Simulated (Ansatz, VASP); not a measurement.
# One calculation of ZnS, two programs

File INCAR:

```
SYSTEM = ZnS
  PREC = Accurate
  ENCUT = 520
  EDIFF = 1E-6
  ISMEAR = 0
  SIGMA = 0.01
  LREAL = .False.
  LASPH = .True.
  NELM = 100
  ALGO = Normal
  ISIF = 2
  LWAVE = .False.
  LCHARG = .False.
  NBANDS = 16
```

File KPOINTS:

```
regular mesh
0
Gamma
  8 8 8
  0 0 0
```

The input POSCAR:

```
ZnS
1.0
    2.6484687084      2.6484687084      0.0000000000
   -2.6484687084      2.6484687084      0.0000000000
    0.0000000000      2.6484687084      2.6484687084
Zn S
1 1
Direct
    0.7500000000      0.2500000000      0.5000000000
    0.0000000000      0.0000000000      0.0000000000
```

Input for Ansatz:

```yaml
crystal:
  lattice:
    - [2.64846870836, 2.64846870836, 0.0]
    - [-2.64846870836, 2.64846870836, 0.0]
    - [0.0, 2.64846870836, 2.64846870836]
  atoms:
    - { symbol: Zn, position: [0.75, 0.25, 0.5] }
    - { symbol: S, position: [0.0, 0.0, 0.0] }
kpoints:
  mp_grid: { grid: [8, 8, 8] }
scf:
  occupations: { method: fixed }
  convergence: { dr2_threshold: 1.0e-10 }
hamiltonian:
  xc: lda
  pseudopotentials: { kind: all_electron, lapw: { basis_error: 0.0005 } }
output:
  forces: true
  stress: true
  eigenstates:
    kpoints:
      - [0.0, 0.0, 0.0]
      - [-0.5, -0.5, -0.5]
      - [-0.5, 0.5, 0.0]
      - [0.0, 0.0, -0.5]
      - [0.0, -0.5, -0.5]
      - [0.0, 0.5, 0.0]
      - [-0.5, 0.0, 0.0]
      - [-0.5, 0.0, -0.5]
  eigenvalues: true
```

Change from the starting cell: unstrained.

Alike in both runs: task single point; functional LDA; k mesh 8 × 8 × 8; no spin polarisation.

```csv
,VASP,Ansatz
version,VASP 6.6.1,Ansatz 0.2.0
potentials or method,"VASP PAW LDA potentials, release 64 (Zn, S)","all-electron LAPW, scalar-relativistic"
plane-wave cutoff (eV),520,see its input
occupations,"gaussian, width 0.01 eV",fixed
```

Ansatz gave:

- gap on the k mesh at the Fermi level (eV): 2.13
- pressure (GPa): 0.0

Task: Which values does VASP return?

Result: gap on the k mesh at the Fermi level (eV): 2.16; pressure (GPa): 0.2.

Ansatz ran all-electron here, so the differences hold the error of VASP's frozen core and of both bases.
